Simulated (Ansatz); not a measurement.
## Density of states of Li₂Se

```
CELL_PARAMETERS angstrom
0.00000 3.00294 3.00294
3.00294 0.00000 3.00294
3.00294 3.00294 0.00000
ATOMIC_POSITIONS crystal
Se 0.00000 0.00000 0.00000
Li 0.25000 0.25000 0.25000
Li 0.75000 0.75000 0.75000
```

The structure comes from a relaxation in the same program, started in the fluorite type, and has space group Fm-3m. Whether it is a known phase or the ground state wasn't checked.

The calculation used Ansatz 0.2.0, DFT, PBE, all-electron LAPW, scalar-relativistic.

The runs use a Γ-centred 13×13×13 k mesh, Fermi–Dirac smearing of 0.05 eV, basis error target 1 meV/atom, no spin polarisation.

**Question.** Which of the resolved shells contributes most in the top eV of the valence band?

**Answer.** Se 4p, with 96 % of all states there; Li 2s follows with 1 %.

**Question.** Tabulate the density of states.

**Answer.** States per eV and cell, averaged over 0.4 eV, from -3.1 to 3.9 eV, with energies (bin centres) from the valence-band top; empty bins are left out. The partial columns, the largest 3 alone, are projections on Löwdin-orthogonalised atomic shells (those that the program's projection atoms carry: the occupied ones and, for some elements, an empty d or f shell; other empty shells have no column), summed over atoms of an element. Weights on diffuse s and p shells depend on that basis and aren't pure angular character.
```
E (eV)  total  Se 4p  Li 2s  Se 4s
  -3.0   0.14   0.10   0.03   0.00
  -2.6   1.50   1.17   0.29   0.01
  -2.2   2.45   1.96   0.42   0.03
  -1.8   1.71   1.46   0.19   0.02
  -1.4   2.95   2.70   0.15   0.02
  -1.0   3.01   2.83   0.07   0.01
  -0.6   2.48   2.39   0.03   0.01
  -0.2   0.76   0.74   0.00   0.00
   3.0   0.04   0.00   0.00   0.00
   3.4   0.22   0.01   0.03   0.01
   3.8   0.43   0.02   0.10   0.03
```
